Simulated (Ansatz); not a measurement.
## Ca under changes of volume

One of the cells (43.632 Å³/atom); the others are scaled copies at fixed shape and fractional positions:

```
Ca
1.0
     0.00000    2.79420    2.79420
     2.79420    0.00000    2.79420
     2.79420    2.79420    0.00000
Ca
1
Cartesian
  0.0000 0.0000 0.0000
```

```yaml
Program: Ansatz 0.2.0
Functional: LDA
Potentials_or_basis: Ansatz PAW
Cutoff: "420 eV (not typed: the program's choice for these potentials)"
k_mesh: 8 × 8 × 8
Occupations: fermi-dirac, width 0.05 eV
Spin: no spin polarisation
```

| volume (Å³/atom) | energy over the lowest point (meV/atom) | pressure (GPa) |
| --- | --- | --- |
| 41.014 | 0.00 | -1.3 |
| 41.886 | 8.12 | -1.6 |
| 42.759 | 17.79 | -1.9 |
| 43.632 | 28.87 | -2.1 |
| 44.504 | ? | ? |
| 45.377 | 54.78 | -2.6 |
| 46.250 | 69.37 | -2.8 |

Problem. What does the run at 44.504 Å³/atom give?

Solution. Energy over the lowest point 41.25 meV/atom; pressure -2.4 GPa.

Worked out: A Birch-Murnaghan fit of order 3 (a polynomial in V^(-2/3)) to the other rows has no minimum within the range. It gives 41.23 meV/atom at 44.504 Å³/atom, against the run's 41.25, and -dE/dV = -2.4 GPa, against -2.4.

Energies are extrapolated to zero smearing.

Caveats: the PAW data sets come from PBE, with cores solved anew for the run's functional, which leaves a small shift of forces and pressure.
